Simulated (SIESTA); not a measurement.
# FeO (Wuestite) in SIESTA: the effect of target pressure

The system is FeO (Wuestite).

```
Fe O
1.0
     1.51882    0.87689    2.51958
    -1.51882    0.87689    2.51958
     0.00000   -1.75378    2.51958
Fe O
1 1
Direct
  0.00000 0.00000 0.00000
  0.50000 0.50000 0.50000
```

Alike in all runs:

* Program: SIESTA 5.4.2
* Task: relaxation of cell and atoms
* Functional: PBEsol
* Potentials or basis: PseudoDojo 0.4 standard (PBEsol files)
* Basis: DZP (energy shift 0.003 Ry; two zetas on semicore shells)
* Grid cutoff: 800 Ry
* Energy shift: 0.003 Ry
* k mesh: 8 × 8 × 8
* Occupations: fermi-dirac, width 0.05 eV
* Spin: collinear spin, ferromagnetic start
* Starting moments: [3.0, 0.0] μB

Each run relaxes the cell or the atoms first.

| target pressure | target pressure | relaxed volume (Å³/atom) |
| --- | --- | --- |
| 0 GPa | - | 9.62 |
| 5 GPa | 5 GPa | ? |
| 10 GPa | 10 GPa | 9.22 |
| 20 GPa | 20 GPa | 8.86 |

Question: What does the run with target pressure 5 GPa give?

Answer: Relaxed volume 9.40 Å³/atom.

Worked out: A straight line through the other rows of the relaxed volume, of slope -0.038 Å³/atom per GPa, gives 9.42 Å³/atom, against the run's 9.40.

Caveats: short orbitals over semicore shells can move pressures by several GPa; the basis of atomic orbitals isn't converged, which shifts pressures, moduli and gaps; a cell with one magnetic atom can't hold antiferromagnetic order, which such compounds often take.
